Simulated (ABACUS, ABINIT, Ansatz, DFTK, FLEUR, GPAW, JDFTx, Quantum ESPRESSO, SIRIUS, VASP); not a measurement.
HfC: programs and potentials compared

```xyz
2
Lattice="0.0000 2.3250 2.3250 2.3250 0.0000 2.3250 2.3250 2.3250 0.0000" Properties=species:S:1:pos:R:3 pbc="T T T"
Hf    2.3174    2.2719    2.3181
C     0.0297   -0.0376    0.0215
```

Atoms were shifted at random by some hundredths of an Å from the given cell, which wasn't relaxed again for these runs.

Alike in all runs: task single point; functional PBEsol; k mesh 10 × 10 × 10; occupations fermi-dirac, width 0.05 eV; no spin polarisation; no spin-orbit coupling. Pressure is positive in compression and, in plane waves, holds the error of the finite cutoff.

| program and potentials | plane-wave cutoff (eV) | notes | band gap (eV) | pressure (GPa) | largest force (eV/Å) | energy over the undisturbed cell (meV/atom) |
| --- | --- | --- | --- | --- | --- | --- |
| Quantum ESPRESSO, GBRV 1.5 PBEsol | 612 | 8 valence electrons an atom on average | no gap | -6.05 | 0.367 | 4.68 |
| ABACUS, PseudoDojo NC SR 0.4.1 PBEsol standard, plane waves | 1116 | 8 valence electrons an atom on average | no gap | -6.00 | 0.361 | 4.61 |
| DFTK, PseudoDojo SR PBEsol 0.4.1 standard (PBEsol) | 1116 | 8 valence electrons an atom on average | no gap | -5.98 | 0.361 | - |
| ABINIT, PseudoDojo NC SR PBEsol v0.4.1 standard | 1116 | 8 valence electrons an atom on average | no gap | -5.98 | 0.361 | 4.61 |
| Ansatz, all-electron LAPW, scalar-relativistic | - | - | no gap | -6.24 | 0.370 | - |
| VASP, PBE PAW files C, Hf_pv, 520 eV | 520 | potentials made for PBE; 7 valence electrons an atom on average | no gap | -6.72 | 0.364 | - |
| GPAW, PAW data sets generated for this functional | 800 | 8 valence electrons an atom on average | no gap | -5.07 | 0.384 | 4.91 |
| FLEUR, all-electron, FLAPW | - | - | no gap | - | 0.371 | 4.76 |
| JDFTx, PseudoDojo-SR-PBEsol-0.4.1-standard with smoothed tails | 1116 | 8 valence electrons an atom on average | no gap | -5.98 | 0.361 | 4.61 |
| SIRIUS, PseudoDojo 0.4.1 PBEsol standard (scalar relativistic) | 1127 | 8 valence electrons an atom on average | no gap | -5.99 | 0.360 | - |

Force on atom 1 (Hf), eV/Å:

```json
{"program and potentials": "Quantum ESPRESSO, GBRV 1.5 PBEsol", "x": "0.276", "y": "0.116", "z": "0.211"}
{"program and potentials": "ABACUS, PseudoDojo NC SR 0.4.1 PBEsol standard, plane waves", "x": "0.272", "y": "0.114", "z": "0.208"}
{"program and potentials": "DFTK, PseudoDojo SR PBEsol 0.4.1 standard (PBEsol)", "x": "0.272", "y": "0.114", "z": "0.208"}
{"program and potentials": "ABINIT, PseudoDojo NC SR PBEsol v0.4.1 standard", "x": "0.272", "y": "0.114", "z": "0.208"}
{"program and potentials": "Ansatz, all-electron LAPW, scalar-relativistic", "x": "0.278", "y": "0.117", "z": "0.213"}
{"program and potentials": "VASP, PBE PAW files C, Hf_pv, 520 eV", "x": "0.274", "y": "0.115", "z": "0.210"}
{"program and potentials": "GPAW, PAW data sets generated for this functional", "x": "0.289", "y": "0.122", "z": "0.221"}
{"program and potentials": "FLEUR, all-electron, FLAPW", "x": "0.279", "y": "0.117", "z": "0.214"}
{"program and potentials": "JDFTx, PseudoDojo-SR-PBEsol-0.4.1-standard with smoothed tails", "x": "0.272", "y": "0.114", "z": "0.208"}
{"program and potentials": "SIRIUS, PseudoDojo 0.4.1 PBEsol standard (scalar relativistic)", "x": "0.272", "y": "0.114", "z": "0.208"}
```

None finds a gap. The pressure spans -6.72 (VASP, PBE PAW files C, Hf_pv, 520 eV) to -5.07 GPa (GPAW, PAW data sets generated for this functional), with all-electron results at -6.24.

Differences between rows come from potentials, basis sets and numerical settings, since the functional is the same but for its coding. Runs on potential files found faulty are left out.

The forces on Hf point back towards the ideal rocksalt site in every run, and where an energy is given the displaced cell lies above the undisturbed one, so the lattice resists this relative shift of the Hf and C sublattices. The restoring force fits the strong covalent mixing of Hf 5d with C 2p states in group 4 carbides, where bonding states are largely filled and the Fermi level falls in a pseudogap, leaving a metal with few carriers. The negative pressures show that the cell is larger than PBEsol prefers.

The runs with PseudoDojo potentials nearly coincide across programs, which suggests that the potentials matter more than the codes. They give slightly softer forces than the two all-electron runs, whereas GPAW gives the largest force and the weakest tension. VASP's stronger tension comes with an ordinary force, so it probably reflects the potentials or residual basis-set stress rather than stiffer bonding. A single displacement with the periodicity of the primitive cell says nothing about phonons elsewhere in the Brillouin zone.
